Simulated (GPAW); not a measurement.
A run of GPAW 26.7.0:

run.py

```python
from ase import Atoms
from ase.filters import FrechetCellFilter
from ase.io import write
from ase.optimize import BFGS
from ase.units import Bohr
from gpaw import GPAW, PW
from gpaw.elf import elf_from_dft_calculation

atoms = Atoms(['Yb'],
              cell=[[0.0, 2.7431, 2.7431],
                    [2.7431, 0.0, 2.7431],
                    [2.7431, 2.7431, 0.0]],
              scaled_positions=[[0.0, 0.0, 0.0]],
              pbc=True)
atoms.set_initial_magnetic_moments([1.0])

calc = GPAW(mode=PW(800),
            xc='LDA',
            kpts={'size': (7, 7, 7), 'gamma': True},
            occupations={'name': 'fermi-dirac', 'width': 0.05},
            setups={'Yb': ':f,6.0'},
            nbands=24,
            convergence={'density': 1e-05, 'energy': 1e-05},
            maxiter=150,
            txt='gpaw.txt')
atoms.calc = calc
opt = BFGS(FrechetCellFilter(atoms), trajectory='relax.traj', logfile='-')
done = opt.run(fmax=0.02, steps=40)
calc.write('gs.gpw')
write('result.traj', atoms)
print('Converged:', done)
print('Cell:', atoms.cell.cellpar().round(4))
print('Volume:', round(atoms.get_volume(), 4))
print(atoms.get_scaled_positions().round(5))

# fields on the real-space grid
write('density.cube', atoms, data=calc.get_pseudo_density() * Bohr**3)
write('potential.cube', atoms, data=calc.get_electrostatic_potential())
write('spin.cube', atoms, data=(calc.get_pseudo_density(spin=0) - calc.get_pseudo_density(spin=1)) * Bohr**3)
write('elf.cube', atoms, data=elf_from_dft_calculation(calc).data)
```

Potentials or basis: the program's PAW data sets (release 1.2.1) made for this functional, pw.

Run with:

```bash
$ OMP_NUM_THREADS=1 python run.py
```

Hardware: 1 thread of Arm Neoverse V2 (shared host).

Q: Estimate the wall time of this run.

A: It took 3.1 min on 1 thread of Arm Neoverse V2, with other jobs on the host, peak memory 0.32 GiB. Counts: scf iterations 52, plane waves 2137, bands 24, k points 20, ion steps 4.
